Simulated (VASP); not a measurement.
Write the native input for VASP 6.6.1 that does the following.

- Task: relaxation of cell and atoms
- Functional: PBE
- Dispersion: dDsC
- Potentials or basis: VASP PAW PBE potentials, release 64 (B)
- Cutoff: 600 eV
- k mesh: 14 × 14 × 14
- Occupations: fermi-dirac, width 0.05 eV
- Spin: no spin polarisation
- Further INCAR settings: ALGO = Normal; EDIFF = 1e-06; IBRION = 2; EDIFFG = -0.005; NSW = 40; ISIF = 3

The structure of B lies in POSCAR:

```
B
1.0
    1.8852400000      0.0000000000      0.0000000000
    0.0000000000      1.8852400000      0.0000000000
    0.0000000000      0.0000000000      1.8852400000
B
1
Direct
    0.5000000000      0.5000000000      0.5000000000
```

The cell was built by a generator and needn't be a form met in nature.

The input as run:

INCAR

```
SYSTEM = B
  PREC = Accurate
  ENCUT = 600
  EDIFF = 1E-6
  ISMEAR = -1
  SIGMA = 0.05
  LREAL = .False.
  LASPH = .True.
  NELM = 80
  ALGO = Normal
  ISIF = 3
  LWAVE = .False.
  LCHARG = .False.
  GGA = PE
  IVDW = 4
  IBRION = 2
  NSW = 40
  EDIFFG = -0.005
```

KPOINTS

```
regular mesh
0
Gamma
  14 14 14
  0 0 0
```

Potentials or basis: VASP PAW PBE potentials, release 64 (B).

The run is started by

```console
$ cat potpaw_PBE.64/B/POTCAR > POTCAR
$ mpirun -np 1 vasp_std > vasp.out
```

Results of the run:

* Relaxed volume: 6.57 Å³/atom
* Relaxed cell: a = 1.873 Å, b = 1.873 Å, c = 1.873 Å, α = 90.00°, β = 90.00°, γ = 90.00°
* Space group after relaxing (to 0.05 Å): Pm-3m (No. 221)
* Energy gained by relaxing: -4.3 meV/atom
* Ionic steps: 3
* Pressure after relaxing: -0.1 GPa
* Band gap on the k mesh: none (metal or under the smearing width)
* Dispersion energy per atom: -0.198 eV

Caveat: pairwise dispersion overbinds metals, which lowers pressure and volume.

It used 8.6 s of CPU time on 1 thread of AMD EPYC 7R13 Processor (Zen 3), with other jobs on the host, which was overloaded at the time.
